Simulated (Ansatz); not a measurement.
# Magnetic orders of CuO

Method: DFT PBE, scalar-relativistic, plane waves, PAW in Ansatz 0.2.0.

```
Cu O
1.0
     1.51360    0.87388    5.66768
    -1.51360    0.87388    5.66768
     0.00000   -1.74776    5.66768
Cu O
2 2
Direct
  0.00000 0.00000 0.00000
  0.50000 0.50000 0.50000
  0.10616 0.10616 0.10616
  0.89384 0.89384 0.89384
```

```
plane-wave cutoff                               : 420 eV
Γ-centred k-mesh                                : 18×18×18
occupation rule                                 : Gaussian smearing, 0.1 eV
list of starting moments (μB, in atom order)    : 0 1 0 0
check for lower electronic states after the SCF : off
```

All runs keep this geometry, which stands near equilibrium for the lowest state (largest force there 0.001 eV/Å, pressure 0.0 GPa; forces reach 0.08 eV/Å in another state) and needn't be a stable compound; relaxing each order can shift differences of a few meV. The large starts are 0 2.5 0 0 μB. The small starts are 0 0.5 0 0 μB. Site moments are spin moments in atom-centred spheres that scale with the neighbour distance. The states are those that the runs reached from these starts; a lower one can exist. No antiferromagnetic start is among these.

```csv
start,ends,energy above lowest (meV/atom),site moments (μB),gap on mesh (eV),P (GPa)
no spin,non-magnetic,7.97,none over 0.05,metal,-0.1
ferromagnetic,ferromagnetic,0.00,"Cu +0.15, Cu +0.65, O +0.26 (×2)",metal,0.0
large parallel starting moments,ferromagnetic,0.00,"Cu +0.15, Cu +0.65, O +0.26 (×2)",metal,0.0
small parallel starting moments,ferromagnetic,0.00,"Cu +0.15, Cu +0.65, O +0.26 (×2)",metal,0.0
```